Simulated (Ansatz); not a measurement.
## Transmission past a defect: W wire along [111], 4 atoms a period, Co placed on top of one W

What does the defect do to the conductance?

Program: Ansatz 0.2.0. Level of theory: DFT PBE, plane waves, PAW; relaxation of a wire's period, in the first sound run; inputs show where later runs differ. Results are calculated unless marked as measured.

**1. Starting point**

The cell holds 4 atoms: 4 W. Its edges and angles: a = 11.283 Å, b = 9.388 Å, c = 2.745 Å, α = 90.0°, β = 90.0°, γ = 90.0°. Vacuum lies along a and b. The structure's axis is c.

**2. Relaxing the period**

Band widths follow the bond lengths, so the wire is relaxed first. The atoms and the third cell vector are free; the box across stays fixed as vacuum. A Fermi-Dirac smearing is set since the result may be a metal. The pressure printed is a third of the stress's trace over the whole box, vacuum included; only the stress along the axis is relaxed.

The input, input.yaml:

```yaml
crystal:
  lattice:
    - [11.283, 0.0, 0.0]
    - [0.0, 9.388, 0.0]
    - [0.0, 0.0, 2.74530053]
  atoms:
    - { symbol: W, position: [0.301338297, 0.500015667, 0.0] }
    - { symbol: W, position: [0.500002526, 0.362164465, 0.333333333] }
    - { symbol: W, position: [0.500002526, 0.637866869, 0.666666667] }
    - { symbol: W, position: [0.698666755, 0.500015667, 0.0] }
kpoints:
  mp_grid: { grid: [1, 1, 30] }
scf:
  occupations: { method: fermi_dirac, width: 0.05 }
hamiltonian:
  xc: pbe
relax:
  cell: { fix: [a, b, alpha, beta, gamma] }
  max_steps: 60
```

Command:

```bash
ansatz run input.yaml --threads 8 --pin off --max-ram 16384MiB --backend cpu --events-out ev --progress --plain --runs-dir out
```

Numbers of over 12 decimals in the logs are rounded to 6 here.

Output:

```text
Engine: ansatz 0.2.0, aarch64-unknown-linux-gnu
Pseudopotentials: kind: paw
Pseudopotential: W, paw, valence charge 14, recommended cutoff 420 eV (normal), W.paw.azcp
Functional definition: PBE
  parameter kappa = 0.804
  parameter beta = 0.066725
  exchange = pbe_x(kappa = kappa, mu = beta*pi^2/3)
  correlation = pbe_c(beta = beta)
Crystal: 4 atoms, lattice volume = 290.795 Å³
Basis set: ecut = 420 eV, 5687 PW (Γ), exchange–correlation on 160×128×40 points (8 copies of the dense FFT grid, shifted against one another)
Bands: 34, of which v1, the nominal top of the filled ones, is band 28 counted from 1 (27 counted from 0)
Symmetry: 4 space group operations
Space group: P2/m (ITA 10), of the structure as read, at distance tolerance 6.6e-5 Å
k-points: 16 of 30
Non-local potential: W, projectors of the file, l = 0: 3, l = 1: 2, l = 2: 2, l = 3: 1
PAW form: soft (Blöchl's): semilocal exchange-correlation on the pseudo side does not see the compensation charge
PAW one-centre angular grid: W, 590 points (default); XC on 64 Gauss nodes
Initial density: superposition of atomic densities (neutral atoms: chi_scale 0, normalization atom), corrected by the library's trained network
Initial wavefunctions: pseudopotential atomic-orbital guess
Functional: x = pbe(κ = 0.804, μ = 0.219515), c = pbe(β = 0.066725)
SCF iter   1: F=—  HF=-41527.790437 eV  |F-HF|=—  |Δ(HF+E_count)|=         —  Δρ=4.66e-3  dr2=5.76e-2  ethr=1.77e-3  ⟨swp⟩=7.9  Hψ=2502  notcnv=0
preconditioner: auto → LDOS  [metal: Δε(μ)=0.023 eV  Ē_g=3.157 eV  σ=0.050 eV  W_gap=0.11  n_scr=32 (ndim 8)  ℏωp=10.7 eV  f_vac=0.561  D(μ)=9.43/eV (n_scr^D=60)  β→1.0]
SCF iter   2: F=—  HF=-41527.797341 eV  |F-HF|=—  |Δ(HF+E_count)|=   6.90e-3  Δρ=2.70e-3  dr2=4.35e-2  ethr=1.03e-4  ⟨swp⟩=2.8  Hψ=1197  notcnv=0
SCF iter   3: F=—  HF=-41527.792909 eV  |F-HF|=—  |Δ(HF+E_count)|=   4.43e-3  Δρ=6.75e-4  dr2=2.49e-3  ethr=7.77e-5  ⟨swp⟩=2.0  Hψ=823  notcnv=0
SCF iter   4: F=—  HF=-41527.793234 eV  |F-HF|=—  |Δ(HF+E_count)|=   3.25e-4  Δρ=3.17e-4  dr2=8.55e-4  ethr=4.45e-6  ⟨swp⟩=2.3  Hψ=822  notcnv=0
SCF iter   5: F=—  HF=-41527.793256 eV  |F-HF|=—  |Δ(HF+E_count)|=   2.16e-5  Δρ=1.13e-4  dr2=1.17e-4  ethr=1.53e-6  ⟨swp⟩=2.0  Hψ=734  notcnv=0
SCF iter   6: F=—  HF=-41527.793262 eV  |F-HF|=—  |Δ(HF+E_count)|=   6.07e-6  Δρ=4.71e-5  dr2=1.23e-5  ethr=2.08e-7  ⟨swp⟩=2.0  Hψ=760  notcnv=0
SCF iter   7: F=—  HF=-41527.793125 eV  |F-HF|=—  |Δ(HF+E_count)|=   1.37e-4  Δρ=2.26e-5  dr2=4.46e-6  ethr=2.19e-8  ⟨swp⟩=2.0  Hψ=741  notcnv=0
SCF iter   8: F=—  HF=-41527.793125 eV  |F-HF|=—  |Δ(HF+E_count)|=   3.73e-7  Δρ=3.49e-6  dr2=1.02e-7  ethr=7.97e-9  ⟨swp⟩=2.0  Hψ=699  notcnv=0
SCF iter   9: F=-41527.793125 eV  HF=-41527.793125 eV  |F-HF|=1.98e-9  |Δ(HF+E_count)|=   1.82e-8  Δρ=8.84e-7  dr2=3.35e-9  ethr=1.79e-10  ⟨swp⟩=5.3  Hψ=2017  notcnv=0
SCF 1 converged in 9 iterations: F = -41527.793125 eV  dr2 = 3.35e-9
  greatest PAW one-centre occupation: 1.000 electrons in one spin orbital (limit 2), on the W atom at site 3 (counted from 0), in its partial waves of l = 0
relax step   1: F+E_penalty+E_count = -41527.79312519 eV  Δ(F+E_penalty+E_count) = +0.000e0 eV  max|allowed force component| = 3.576e0 eV/Å  Δτ_max = 0.0000 Å  P = -7.163 GPa  Ω = 290.795 Å³  fix = [a, b, alpha, beta, gamma]  reactions: a -8.962, b -4.300 GPa; alpha -1.035 GPa/rad  (9 SCF iters, dr2 threshold 1.00e-7 eV, accepted)
Crystal: 4 atoms, lattice volume = 285.135 Å³
Basis set: ecut = 420 eV, 5587 PW (Γ), exchange–correlation on 160×128×40 points (8 copies of the dense FFT grid, shifted against one another)
Initial density: handed on by an earlier stage of this run
Initial wavefunctions: those handed on with the density
SCF iter   1: F=—  HF=-41529.682931 eV  |F-HF|=—  |Δ(HF+E_count)|=         —  Δρ=1.87e-2  dr2=3.81e0  ethr=3.10e-3  ⟨swp⟩=10.1  Hψ=2759  notcnv=0
preconditioner: auto → LDOS  [metal: Δε(μ)=0.078 eV  Ē_g=4.069 eV  σ=0.050 eV  W_gap=0.36  n_scr=32 (ndim 8)  ℏωp=10.8 eV  f_vac=0.596  D(μ)=2.49/eV (n_scr^D=10)  β→1.0]
SCF iter   2: F=—  HF=-41533.227822 eV  |F-HF|=—  |Δ(HF+E_count)|=    3.54e0  Δρ=5.04e-2  dr2=4.26e1  ethr=3.10e-3  ⟨swp⟩=4.2  Hψ=1478  notcnv=0  defer=1  recentre
SCF iter   3: F=—  HF=-41529.228022 eV  |F-HF|=—  |Δ(HF+E_count)|=    4.00e0  Δρ=6.74e-3  dr2=4.05e-1  ethr=3.10e-3  ⟨swp⟩=4.6  Hψ=1518  notcnv=0  defer=3
SCF iter   4: F=—  HF=-41529.190665 eV  |F-HF|=—  |Δ(HF+E_count)|=   3.74e-2  Δρ=1.64e-3  dr2=1.99e-2  ethr=7.24e-4  ⟨swp⟩=2.5  Hψ=829  notcnv=0  defer=2
SCF iter   5: F=—  HF=-41529.189070 eV  |F-HF|=—  |Δ(HF+E_count)|=   1.59e-3  Δρ=4.97e-4  dr2=6.82e-4  ethr=3.55e-5  ⟨swp⟩=2.9  Hψ=1035  notcnv=0  defer=2
SCF iter   6: F=—  HF=-41529.189557 eV  |F-HF|=—  |Δ(HF+E_count)|=   4.87e-4  Δρ=1.48e-4  dr2=1.73e-4  ethr=1.22e-6  ⟨swp⟩=2.8  Hψ=990  notcnv=0  defer=2
SCF iter   7: F=—  HF=-41529.189456 eV  |F-HF|=—  |Δ(HF+E_count)|=   1.01e-4  Δρ=4.50e-5  dr2=1.98e-5  ethr=3.10e-7  ⟨swp⟩=2.1  Hψ=759  notcnv=0  defer=2
SCF iter   8: F=—  HF=-41529.189460 eV  |F-HF|=—  |Δ(HF+E_count)|=   4.03e-6  Δρ=1.40e-5  dr2=1.38e-6  ethr=3.53e-8  ⟨swp⟩=2.0  Hψ=744  notcnv=0  defer=2
SCF iter   9: F=-41529.189460 eV  HF=-41529.189460 eV  |F-HF|=3.38e-8  |Δ(HF+E_count)|=   6.05e-8  Δρ=4.70e-6  dr2=1.14e-7  ethr=7.14e-10  ⟨swp⟩=6.0  Hψ=2259  notcnv=0
SCF 2 converged in 9 iterations: F = -41529.189460 eV  dr2 = 1.14e-7
relax step   2: F+E_penalty+E_count = -41529.18945979 eV  Δ(F+E_penalty+E_count) = -1.396e0 eV  max|allowed force component| = 1.646e0 eV/Å  Δτ_max = 0.1950 Å  P = +0.754 GPa  Ω = 285.135 Å³  energy of the carried Pulay correction = +4.243e-4 eV  fix = [a, b, alpha, beta, gamma]  reactions: a -0.474, b +2.200 GPa; alpha -0.809 GPa/rad  (9 SCF iters, dr2 threshold 4.00e-7 eV, accepted)
Crystal: 4 atoms, lattice volume = 283.900 Å³
Basis set: ecut = 420 eV, 5559 PW (Γ), exchange–correlation on 160×128×40 points (8 copies of the dense FFT grid, shifted against one another)
iter 1 solved again at ethr=3.43e-4 eV; its pass at ethr=3.10e-3 eV (dr2=1.92e-1 eV) is discarded
SCF iter   1: F=—  HF=-41529.332711 eV  |F-HF|=—  |Δ(HF+E_count)|=         —  Δρ=6.80e-3  dr2=1.97e-1  ethr=3.43e-4  ⟨swp⟩=2.0  Hψ=2892  notcnv=0
preconditioner: auto → LDOS  [metal: Δε(μ)=0.034 eV  Ē_g=3.785 eV  σ=0.050 eV  W_gap=0.16  n_scr=32 (ndim 8)  ℏωp=10.8 eV  f_vac=0.593  D(μ)=4.72/eV (n_scr^D=22)  β→1.0]
SCF iter   2: F=—  HF=-41529.329831 eV  |F-HF|=—  |Δ(HF+E_count)|=   2.88e-3  Δρ=3.64e-3  dr2=1.11e-1  ethr=3.43e-4  ⟨swp⟩=3.2  Hψ=1068  notcnv=0
SCF iter   3: F=—  HF=-41529.310179 eV  |F-HF|=—  |Δ(HF+E_count)|=   1.97e-2  Δρ=1.26e-3  dr2=2.40e-2  ethr=1.98e-4  ⟨swp⟩=3.1  Hψ=1033  notcnv=0  defer=1
SCF iter   4: F=—  HF=-41529.306877 eV  |F-HF|=—  |Δ(HF+E_count)|=   3.30e-3  Δρ=5.08e-4  dr2=1.50e-3  ethr=4.29e-5  ⟨swp⟩=2.0  Hψ=780  notcnv=0  defer=1
SCF iter   5: F=—  HF=-41529.306829 eV  |F-HF|=—  |Δ(HF+E_count)|=   4.87e-5  Δρ=1.44e-4  dr2=2.40e-4  ethr=2.69e-6  ⟨swp⟩=2.2  Hψ=761  notcnv=0  defer=1
SCF iter   6: F=—  HF=-41529.306745 eV  |F-HF|=—  |Δ(HF+E_count)|=   8.37e-5  Δρ=4.46e-5  dr2=2.54e-5  ethr=4.28e-7  ⟨swp⟩=2.0  Hψ=700  notcnv=0  defer=1
SCF iter   7: F=—  HF=-41529.306744 eV  |F-HF|=—  |Δ(HF+E_count)|=   4.87e-7  Δρ=1.41e-5  dr2=1.59e-6  ethr=4.54e-8  ⟨swp⟩=2.2  Hψ=865  notcnv=0  defer=1
SCF iter   8: F=-41529.306745 eV  HF=-41529.306745 eV  |F-HF|=1.39e-8  |Δ(HF+E_count)|=   7.06e-8  Δρ=4.60e-6  dr2=1.37e-7  ethr=7.14e-10  ⟨swp⟩=5.9  Hψ=2177  notcnv=0
SCF 3 converged in 8 iterations: F = -41529.306745 eV  dr2 = 1.37e-7
relax step   3: F+E_penalty+E_count = -41529.30674452 eV  Δ(F+E_penalty+E_count) = -1.173e-1 eV  max|allowed force component| = 6.983e-1 eV/Å  Δτ_max = 0.0776 Å  P = -0.091 GPa  Ω = 283.900 Å³  energy of the carried Pulay correction = +5.184e-4 eV  fix = [a, b, alpha, beta, gamma]  reactions: a -0.047, b -0.132 GPa; alpha -0.970 GPa/rad  (8 SCF iters, dr2 threshold 4.00e-7 eV, accepted)
[...]
relax step   4: F+E_penalty+E_count = -41529.35070241 eV  Δ(F+E_penalty+E_count) = -4.396e-2 eV  max|allowed force component| = 1.591e-1 eV/Å  Δτ_max = 0.0514 Å  P = +0.076 GPa  Ω = 284.080 Å³  energy of the carried Pulay correction = +5.047e-4 eV  fix = [a, b, alpha, beta, gamma]  reactions: a +0.069, b +0.083 GPa; alpha -0.221 GPa/rad  (7 SCF iters, dr2 threshold 4.00e-7 eV, accepted)
[...]
relax step   5: F+E_penalty+E_count = -41529.35323954 eV  Δ(F+E_penalty+E_count) = -2.537e-3 eV  max|allowed force component| = 3.700e-2 eV/Å  Δτ_max = 0.0157 Å  P = -0.023 GPa  Ω = 284.268 Å³  energy of the carried Pulay correction = +4.903e-4 eV  fix = [a, b, alpha, beta, gamma]  reactions: a -0.149, b +0.124 GPa; alpha +0.004 GPa/rad  (6 SCF iters, dr2 threshold 4.00e-7 eV, accepted)
[...]
relax step   6: F+E_penalty+E_count = -41529.35330948 eV  Δ(F+E_penalty+E_count) = -6.994e-5 eV  max|allowed force component| = 1.522e-2 eV/Å  Δτ_max = 0.0026 Å  P = +0.039 GPa  Ω = 284.234 Å³  energy of the carried Pulay correction = +4.929e-4 eV  fix = [a, b, alpha, beta, gamma]  reactions: a -0.030, b +0.136 GPa; alpha +0.006 GPa/rad  (6 SCF iters, dr2 threshold 8.56e-8 eV, accepted)
[...]
relax step   7: F+E_penalty+E_count = -41529.35332307 eV  Δ(F+E_penalty+E_count) = -1.359e-5 eV  max|allowed force component| = 1.461e-3 eV/Å  Δτ_max = 0.0007 Å  P = +0.020 GPa  Ω = 284.224 Å³  energy of the carried Pulay correction = +4.937e-4 eV  fix = [a, b, alpha, beta, gamma]  reactions: a -0.064, b +0.125 GPa; alpha -0.001 GPa/rad  (5 SCF iters, dr2 threshold 1.45e-8 eV, accepted)
Basis set: ecut = 420 eV, 5587 PW (Γ), exchange–correlation on 160×128×36 points (8 copies of the dense FFT grid, shifted against one another)
Initial wavefunctions: pseudopotential atomic-orbital guess (no wavefunctions were taken with the density)
iter 1 solved again at ethr=1.37e-7 eV; its pass at ethr=3.10e-3 eV (dr2=7.68e-5 eV) is discarded
SCF iter   1: F=—  HF=-41529.352750 eV  |F-HF|=—  |Δ(HF+E_count)|=         —  Δρ=3.27e-5  dr2=4.22e-7  ethr=1.37e-7  ⟨swp⟩=4.2  Hψ=4326  notcnv=0
preconditioner: auto → LDOS  [metal: Δε(μ)=0.054 eV  Ē_g=3.820 eV  σ=0.050 eV  W_gap=0.26  n_scr=32 (ndim 8)  ℏωp=10.8 eV  f_vac=0.592  D(μ)=4.33/eV (n_scr^D=20)  β→1.0]
SCF iter   2: F=—  HF=-41529.352799 eV  |F-HF|=—  |Δ(HF+E_count)|=   4.89e-5  Δρ=3.91e-6  dr2=3.53e-8  ethr=7.54e-10  ⟨swp⟩=3.1  Hψ=1173  notcnv=0
SCF iter   3: F=—  HF=-41529.352799 eV  |F-HF|=—  |Δ(HF+E_count)|=   3.69e-9  Δρ=1.96e-6  dr2=2.52e-8  ethr=6.30e-11  ⟨swp⟩=2.6  Hψ=1059  notcnv=0
SCF iter   4: F=—  HF=-41529.352799 eV  |F-HF|=—  |Δ(HF+E_count)|=   2.76e-9  Δρ=5.72e-7  dr2=1.24e-9  ethr=4.50e-11  ⟨swp⟩=1.9  Hψ=658  notcnv=0
SCF iter   5: F=—  HF=-41529.352799 eV  |F-HF|=—  |Δ(HF+E_count)|=  4.00e-10  Δρ=1.74e-7  dr2=2.44e-10  ethr=2.21e-12  ⟨swp⟩=3.5  Hψ=1199  notcnv=0
SCF iter   6: F=-41529.352799 eV  HF=-41529.352799 eV  |F-HF|=2.91e-11  |Δ(HF+E_count)|=  2.18e-11  Δρ=6.20e-8  dr2=3.01e-11  ethr=1.00e-12  ⟨swp⟩=4.2  Hψ=2279  notcnv=0
SCF 8 converged in 6 iterations: F = -41529.352799 eV  dr2 = 3.01e-11
relax step   8: F+E_penalty+E_count = -41529.35279900 eV  Δ(F+E_penalty+E_count) = +5.241e-4 eV  max|allowed force component| = 1.591e-3 eV/Å  Δτ_max = 0.0000 Å  P = +0.021 GPa  Ω = 284.224 Å³  fix = [a, b, alpha, beta, gamma]  reactions: a -0.061, b +0.127 GPa; alpha -0.001 GPa/rad  stress off target by 1.78e-3 GPa on what of the cell is left free  SCF on the basis re-selected at this cell (its energy is not comparable with the rows above)  (6 SCF iters)
basis re-selected at this cell: Δ(F+E_penalty+E_count) = +5.241e-4 eV, ΔP = +0.002 GPa vs the last step (what re-selecting the basis moved, of the pressure what is left beyond the Pulay correction that the steps carried, after the strain that the cell walked since its last selection, with what the two solves' SCF thresholds leave and, on support functions, any second-order correction that the steps lacked; it is no measure of the basis error at this ecutwfc). The dense FFT grid was sized anew with the basis: this SCF ran on 80×64×18 points, the steps before it on 80×64×20, so part of this shift can come from that change (see relax.cell in the input reference). [rest of the remark cut]
SCF converged after 6 iterations
Free energy (F): -41529.352799 eV
Harris-Foulkes:  -41529.352799 eV  (|F-HF|=2.91e-11)
Internal energy: -41529.316464 eV  (E = F + TS)
E sigma→0 (E₀):  -41529.334631 eV
Entropy (-TS):   -0.036335 eV (-9.084 meV/atom)
Fermi energy:    1.844195 eV
--- Per-component energies (eV) ---
  E_band       = -1456.212800
  E_kinetic    = 1790.239179
  E_local      = -18189.914777  (includes V_loc(G=0)·N_el)
  E_nonlocal   = 16.042920
  E_hartree    = 8185.181313
  E_xc         = -1057.251379
  E_vxc        = -941.263200  (∫ρ·V_xc dr)
  E_paw        = -34252.274641  (= ΣΔE_a)
  E_vpaw       = -501.679052  (= ΣTr[D̂ρ^β])
  E_aug_tail   = -0.000245  (compensation charges beyond the density's cutoff)
  E_ewald      = 1978.661167
  E_smearing   = -0.036335  (= −TS)
  E_closure    = -0.000000  (closes the sum)
  Σ components = -41529.352799   (vs F -41529.352799, Δ=0.00e0)
--- Forces (eV/Å), atoms counted from 1 ---
  atom   1  W     -0.00048607     0.00000000     0.00000000
  atom   2  W      0.00000000    -0.00159112     0.00004795
  atom   3  W      0.00000000     0.00159112    -0.00004795
  atom   4  W      0.00048607     0.00000000     0.00000000
  max |Σ_I F_I| component: 2.17e-19 eV/Å
--- Stress (GPa, compression-positive) ---
       -0.060689       0.000000       0.000000
        0.000000       0.126738       0.000893
        0.000000       0.000893      -0.001777
  P = ⅓ Tr σ = 0.0214 GPa (0.214 kbar)
--- Relaxed structure (7 steps of the walk, 7 accepted, 1 SCFs on fresh bases) ---
  F+E_penalty+E_count = -41529.35279900 eV   max|allowed force component| = 1.591e-3 eV/Å   (the final SCF, on the basis selected at the relaxed cell)
  cell:  # Å, volume = 284.2242 Å³
    - [11.283, 0.0, 0.0]
    - [0.0, 9.388, 0]
    - [0.0, 0, 2.683264]
  atoms:
    - { symbol: W, position: [0.321836, 0.500015667, -6.318883696047686e-19] }
    - { symbol: W, position: [0.500002526, 0.370295, 0.292252] }
    - { symbol: W, position: [0.500002526, 0.629736, 0.707748] }
    - { symbol: W, position: [0.678169, 0.500015667, -6.318883696047686e-19] }
```

Elapsed: 8.9 s, on 8 threads of Arm Neoverse V2, shared host; peak memory 0.83 GiB.

The steps of the relaxation:

```tsv
step	energy less that of the first step (eV)	largest force component (eV/Å)	pressure (GPa)	volume (Å³)
1	0.0000	3.5762	-7.16	290.80
2	-1.3963	1.6460	0.75	285.14
3	-1.5136	0.6983	-0.09	283.90
4	-1.5576	0.1591	0.08	284.08
5	-1.5601	0.0370	-0.02	284.27
6	-1.5602	0.0152	0.04	284.23
7	-1.5602	0.0015	0.02	284.22
8*	-1.5597	0.0016	0.02	284.22
```

Relaxation steps marked * repeat the geometry before them on a plane-wave basis chosen anew for their cell, so energy and pressure can jump there.

Forces are held to the 4 operations that the run works with; a distortion that breaks them can't arise in this run.

```tsv
cell as run	before	after	change
c (Å)	2.745	2.683	-2.3 %
```

The atoms that moved most (Å, along periodic axes as changes of fractional coordinates times the final cell, across vacuum about the mean position):

```tsv
atom	dx	dy	dz	length
W1	0.231	0.000	0.000	0.231
W4	-0.231	0.000	0.000	0.231
W2	0.000	0.076	-0.110	0.134
W3	0.000	-0.076	0.110	0.134
```

Final coordinates:

```cif
data_structure
_symmetry_space_group_name_H-M 'P 1'
_symmetry_Int_Tables_number 1
_cell_length_a 11.2830
_cell_length_b 9.3880
_cell_length_c 2.6833
_cell_angle_alpha 90.000
_cell_angle_beta 90.000
_cell_angle_gamma 90.000
_cell_volume 284.22
loop_
_atom_site_label
_atom_site_type_symbol
_atom_site_fract_x
_atom_site_fract_y
_atom_site_fract_z
_atom_site_occupancy
W1 W 0.32184 0.50002 0.00000 1
W2 W 0.50000 0.37030 0.29225 1
W3 W 0.50000 0.62974 0.70775 1
W4 W 0.67817 0.50002 0.00000 1
```

Numbers from this step:

- energy at zero smearing: -41529.3346 eV
- cell length along the wire: 2.683 Å

The cell's length comes to 2.683 Å with spin left out.

[end of part 1 of 4]

[Logs are printed without paths, hosts, clocks, repeated set-up lines and the standing remarks that a program may print on its own settings, such as how far it seeks lower states.]

[Hosts, paths, dates, database ids (printed as entryN), source tags and the programs' standing remarks are cut or masked in the printed files.]
